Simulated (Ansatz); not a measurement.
Computed with DFT r2SCAN, scalar-relativistic, plane waves, PAW (Ansatz).

Structure of Cu₂O:

```
Cu O
1.0
     4.24581    0.00000    0.00000
     0.00000    4.24581    0.00000
     0.00000    0.00000    4.24581
Cu O
4 2
Direct
  0.25000 0.25000 0.25000
  0.25000 0.75000 0.75000
  0.75000 0.75000 0.25000
  0.75000 0.25000 0.75000
  0.00000 0.00000 0.00000
  0.50000 0.50000 0.50000
```

Cutoff 500 eV; k points 6×6×6 on the computed 6-atom cell (Γ-centred); Gaussian smearing, width 0.02 eV; no spin polarisation.

Levels along Γ–X–M–Γ–R–X | R–M, in eV from a zero inside the gap, sorted by energy at each point. Points in fractions of the primitive reciprocal vectors: Γ (0.000 0.000 0.000), X (0.000 0.500 0.000), M (0.500 0.500 0.000), R (0.500 0.500 0.500).
```
point k (1/Å, with 2π) band 41  band 42  band 43  band 44  band 45  band 46  band 47
    Γ             0.000    -2.06    -0.40    -0.40    -0.40     0.40     1.05     1.05
    -             0.370    -2.06    -1.79    -0.55    -0.55     0.93     1.97     2.44
    X             0.740    -1.70    -1.70    -0.78    -0.78     2.14     2.14     4.11
    -             1.110    -1.75    -1.75    -0.93    -0.93     2.12     2.12     3.81
    M             1.480    -1.72    -1.72    -1.06    -1.06     1.80     1.80     3.77
    -             2.003    -1.98    -1.70    -0.99    -0.67     1.34     2.40     3.03
    Γ             2.526    -2.06    -0.40    -0.40    -0.40     0.40     1.05     1.05
    -             3.167    -1.94    -1.30    -1.30    -0.86     1.73     3.02     3.02
    R             3.808    -1.32    -1.00    -1.00    -1.00     2.30     2.30     2.30
    -             4.331    -1.74    -1.57    -1.06    -0.99     2.19     2.80     2.95
    X             4.854    -1.70    -1.70    -0.78    -0.78     2.14     2.14     4.11
    R             4.854    -1.32    -1.00    -1.00    -1.00     2.30     2.30     2.30
    -             5.224    -1.42    -1.42    -1.21    -1.02     1.64     3.17     3.17
    M             5.594    -1.72    -1.72    -1.06    -1.06     1.80     1.80     3.77
```

Cost: 1 run of about 2.5 core-minutes, on Arm Neoverse N1 (shared hosts).